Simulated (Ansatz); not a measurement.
# Silicon, bcc under revPBE: ground state and equation of state

The plan for silicon in the bcc structure: relax it, solve it on a dense k-mesh, then scale the cell to 7 volumes from 88 to 112 % of the relaxed one and try a fit of the equation of state. Spin polarisation is left out. The k-meshes are 14×14×14 for the relaxation; 23×23×23 for the dense run; 16×16×16 for the volumes.

This is Si in the bcc structure; at room conditions it is diamond.

Computed with Ansatz 0.2.0 (DFT revPBE, plane waves (420 eV) with PAW, scalar-relativistic; PBE-made PAW files, unless a step says otherwise).

## Step 1: The structure to begin with

The structure is cubic, space group Im-3m (No. 229). Conventional cell: a = 3.108 Å, b = 3.108 Å, c = 3.108 Å, α = 90.00°, β = 90.00°, γ = 90.00°. Si (site symmetry m-3m) has 8 Si at 2.69 Å as nearest neighbours.

Structure file:

```
CELL_PARAMETERS angstrom
-1.55415 1.55415 1.55415
1.55415 -1.55415 1.55415
1.55415 1.55415 -1.55415
ATOMIC_POSITIONS crystal
Si 0.00000 0.00000 0.00000
```

## Step 2: Geometry optimisation

Input file input.yaml:

```yaml
crystal:
  lattice:
    - [-1.5541499093, 1.5541499093, 1.5541499093]
    - [1.5541499093, -1.5541499093, 1.5541499093]
    - [1.5541499093, 1.5541499093, -1.5541499093]
  atoms:
    - { symbol: Si, position: [0.0, 0.0, 0.0] }
hamiltonian:
  xc: revpbe
  pseudopotentials:
    kind: paw
    azcp:
      Si: "pseudopotentials/Si.paw.azcp"
basis:
  ecutwfc: 420
  fft_grid_basis: typed
kpoints:
  mp_grid: { grid: [14, 14, 14], shift: [0, 0, 0] }
magnetization:
  spin_polarized: false
scf:
  occupations: { method: fermi_dirac, width: 0.1 }
relax:
  max_steps: 60
  f_tol: 0.01
  cell: {}
output:
  write_density: true
  write_potential: true
  elf: true
  volumetric_format: npy
```

After this run come: Single point on a dense mesh; The cell scaled to 88 % of its volume; The cell scaled to 92 % of its volume; The cell scaled to 96 % of its volume; The cell scaled to 100 % of its volume; The cell scaled to 104 % of its volume; The cell scaled to 108 % of its volume; The cell scaled to 112 % of its volume.

Q: Predict the outcome of this session. Wanted: space group; conventional cell; volume; shortest distance; gap on the mesh; relative to diamond; highest ELF outside the cores; V₀, B₀, B₀′.

The runs gave:

```
                      quantity                               value
space group (spins left aside)                     Im-3m (No. 229)
             conventional cell                         a = 3.090 Å
                        volume                      14.750 Å³/atom
             shortest distance                             2.676 Å
               gap on the mesh        none (levels filled in part)
           relative to diamond                       +544 meV/atom
 highest ELF outside the cores  0.73, 0.91 Å from the nearest atom
                   V₀, B₀, B₀′         14.780 Å³/atom, 92 GPa, 4.2
```

In words: The relaxation shrank the cell by 1.8 % in volume. Against the reference form of silicon (diamond, computed apart with the same settings) it stands 544 meV/atom higher. No gap shows: it is a metal or semimetal at this level. The fitted modulus is 92 GPa. Relaxation kept the symmetry; phonons were not checked.
